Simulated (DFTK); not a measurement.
## H under changes of volume

One of the cells (11.780 Å³/atom); the others are scaled copies at fixed shape and fractional positions:

```
CELL_PARAMETERS angstrom
-1.69153 1.69153 2.05847
1.69153 -1.69153 2.05847
1.69153 1.69153 -2.05847
ATOMIC_POSITIONS crystal
H 0.09014 0.09014 0.00000
H 0.90986 0.90986 0.00000
```

```yaml
Program: DFTK 0.8.2
Functional: PBE
Potentials_or_basis: dojo.nc.sr.pbe.v0_4_1.standard.upf (PBE)
Cutoff: 980 eV
k_mesh: 11 × 11 × 11
Occupations: fermi-dirac, width 0.05 eV
Spin: no spin polarisation
```

| volume (Å³/atom) | energy over the lowest point (meV/atom) | pressure (GPa) | gap on the mesh (eV) | largest force (eV/Å) |
| --- | --- | --- | --- | --- |
| 11.073 | ? | ? | ? | ? |
| 11.309 | 4.64 | 1.5 | 9.10 | 0.597 |
| 11.544 | 2.71 | 1.1 | 9.08 | 0.410 |
| 11.780 | 1.32 | 0.7 | 9.06 | 0.231 |
| 12.015 | 0.43 | 0.4 | 9.04 | 0.060 |
| 12.251 | 0.00 | 0.1 | 9.01 | 0.104 |
| 12.487 | 0.01 | -0.2 | 8.99 | 0.261 |

Question: What does the run at 11.073 Å³/atom give?

Answer: Energy over the lowest point 7.15 meV/atom; pressure 1.9 GPa; gap on the mesh 9.12 eV; largest force 0.793 eV/Å.

Worked out: A Birch-Murnaghan fit of order 3 (a polynomial in V^(-2/3)) to the other rows has its minimum at 12.36 Å³/atom with B0 = V·E''(V) = 14.9 GPa and B' = 2.9 at fixed shape and positions, which overstates the stiffness. It gives 7.16 meV/atom at 11.073 Å³/atom, against the run's 7.15, and -dE/dV = 1.9 GPa, against 1.9. A straight line through the other rows of the gap, of slope -1.12 eV per unit of ln V, extrapolates to 9.13 eV, against the run's 9.12.

Energies are extrapolated to zero smearing.

Caveats: an odd mesh through Γ misses points on the zone boundary, where band edges often lie.
